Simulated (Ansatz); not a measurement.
Crystal: HgTe (Coloradoite).

```
CELL_PARAMETERS angstrom
0.00000 3.21450 3.21450
3.21450 0.00000 3.21450
3.21450 3.21450 0.00000
ATOMIC_POSITIONS crystal
Hg 0.00000 0.00000 0.00000
Te 0.75000 0.75000 0.75000
```

* Program: Ansatz 0.2.0
* Task: relaxation of cell and atoms
* Functional: BLYP
* Dispersion: D4
* Potentials or basis: Ansatz PAW
* Cutoff: 420 eV (not typed: the program's choice for these potentials)
* k mesh: 7 × 7 × 7
* Occupations: fermi-dirac, width 0.05 eV
* Spin: no spin polarisation

At the start: volume 33.22 Å³/atom.

Question: How do energy, volume and symmetry change on relaxing?

Answer: It ends after 5 steps and the volume is 36.05 Å³/atom (+8.5 %); space group F-43m (No. 216, to 0.05 Å).

The path:
| step | energy change (eV) | largest force (eV/Å) | volume (Å³) |
| --- | --- | --- | --- |
| 1 | 0.0000 | 0.0000 | 66.43 |
| 2 | -0.0412 | 0.0000 | 75.41 |
| 3 | -0.0574 | 0.0000 | 72.60 |
| 4 | -0.0580 | 0.0000 | 72.09 |
| 5 | -0.0591 | 0.0000 | 72.09 |

Final structure:
```xyz
2
Lattice="0.0000 3.3034 3.3034 3.3034 0.0000 3.3034 3.3034 3.3034 0.0000" Properties=species:S:1:pos:R:3 pbc="T T T"
Hg    0.0000    0.0000    0.0000
Te    4.9550    4.9550    4.9550
```

Caveat: the plane-wave basis is chosen anew once the cell has moved, so the energies of steps on either side of that aren't comparable; pairwise dispersion overbinds metals, which lowers pressure and volume; the PAW data sets come from PBE, with cores solved anew for the run's functional, which leaves a small shift of forces and pressure.
